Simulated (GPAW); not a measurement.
TiTe2:

```
Te Ti
1.0
     3.77700    0.00000    0.00000
    -1.88850    3.27098    0.00000
     0.00000    0.00000    6.49800
Te Ti
2 1
Direct
  0.33333 0.66667 0.73720
  0.66667 0.33333 0.26280
  0.00000 0.00000 0.00000
```

| Property | Result |
| --- | --- |
| Program | GPAW 26.7.0 |
| Task | relaxation of cell and atoms |
| Functional | PBEsol |
| Dispersion | D3(BJ) |
| Potentials or basis | PAW data sets generated in the run's folder for this functional |
| Cutoff | 600 eV |
| Basis | pw |
| k mesh | 7 × 7 × 4 |
| Occupations | fermi-dirac, width 0.05 eV |
| Spin | no spin polarisation |

At the start: pressure -5.5 GPa; volume 26.76 Å³/atom.

Question: How do energy, volume and symmetry change on relaxing?

Answer: Over 10 steps the energy falls by 58.9 meV/atom and the volume is 23.33 Å³/atom (-12.8 %); space group P-3m1 (No. 164, to 0.05 Å).

The path:
```tsv
step	energy change (eV)	largest force (eV/Å)	pressure (GPa)	volume (Å³)
1	0.0000	0.1363	-5.50	80.28
2	-0.0326	0.0091	-4.72	79.23
3	-0.1093	0.6716	0.10	73.75
4	-0.1195	0.6067	-0.04	73.55
5	-0.1702	0.0603	0.33	69.42
6	-0.1734	0.0267	-0.08	70.28
7	-0.1737	0.0160	-0.05	70.20
8	-0.1754	0.0326	0.08	69.82
9	-0.1763	0.0286	0.07	69.84
10	-0.1767	0.0064	0.01	70.00
```

Final structure:
```xyz
3
Lattice="3.6191 0.0000 0.0000 -1.8096 3.1343 0.0000 0.0000 0.0000 6.1708" Properties=species:S:1:pos:R:3 pbc="T T T"
Te    0.0000    2.0895    4.4476
Te    1.8096    1.0448    1.7232
Ti    0.0000    0.0000    0.0000
```

Caveat: later steps reuse the first step's grids.
